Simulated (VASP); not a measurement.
```
RuO2
1.0
    4.46539     0.00000     0.00000
    0.00000     4.46539     0.00000
    0.00000     0.00000     3.09503
Ru O
2 4
Direct
  0.00000   0.00000   0.00000
  0.50000   0.50000   0.50000
  0.30604   0.30604   0.00000
  0.80604   0.19396   0.50000
  0.19396   0.80604   0.50000
  0.69396   0.69396   0.00000
```

Level of theory: PBEsol GGA, VASP's PBE PAW potentials (set 64) (plane waves; VASP). Run with 520 eV cut-off, Gaussian smearing of 0.050 eV, potentials Ru_pv O.

**Question.** Give the energies of bands 17 to 30 at the high-symmetry points, in eV from the Fermi level.

**Answer.** 
```json
[
 {"band": "17", "Γ": "-4.31", "X": "-5.57", "M": "-4.65", "Z": "-4.99", "R": "-4.53", "A": "-4.91"},
 {"band": "18", "Γ": "-4.31", "X": "-5.57", "M": "-4.65", "Z": "-4.99", "R": "-4.53", "A": "-4.91"},
 {"band": "19", "Γ": "-2.84", "X": "-4.36", "M": "-3.54", "Z": "-4.94", "R": "-4.41", "A": "-3.74"},
 {"band": "20", "Γ": "-2.38", "X": "-4.36", "M": "-3.54", "Z": "-4.94", "R": "-4.41", "A": "-3.74"},
 {"band": "21", "Γ": "-2.38", "X": "-2.65", "M": "-2.97", "Z": "-3.31", "R": "-2.92", "A": "-2.55"},
 {"band": "22", "Γ": "-1.83", "X": "-2.65", "M": "-2.97", "Z": "-3.31", "R": "-2.92", "A": "-2.55"},
 {"band": "23", "Γ": "-1.56", "X": "-0.46", "M": "-1.42", "Z": "-0.61", "R": "-1.75", "A": "-0.53"},
 {"band": "24", "Γ": "-1.45", "X": "-0.46", "M": "-1.42", "Z": "-0.61", "R": "-1.75", "A": "-0.53"},
 {"band": "25", "Γ": "-1.37", "X": "-0.30", "M": "-1.33", "Z": "0.01", "R": "-0.53", "A": "-0.51"},
 {"band": "26", "Γ": "-1.37", "X": "-0.30", "M": "-1.33", "Z": "0.01", "R": "-0.53", "A": "-0.51"},
 {"band": "27", "Γ": "-0.87", "X": "0.41", "M": "0.87", "Z": "0.94", "R": "1.19", "A": "0.24"},
 {"band": "28", "Γ": "1.61", "X": "0.41", "M": "0.87", "Z": "0.94", "R": "1.19", "A": "0.24"},
 {"band": "29", "Γ": "1.83", "X": "4.11", "M": "3.65", "Z": "3.18", "R": "2.07", "A": "3.15"},
 {"band": "30", "Γ": "4.68", "X": "4.11", "M": "3.65", "Z": "3.18", "R": "2.07", "A": "3.15"}
]
```

It has no gap at this level: it comes out as a metal or semimetal.

The compound is RuO2 in the rutile structure. It was relaxed first.
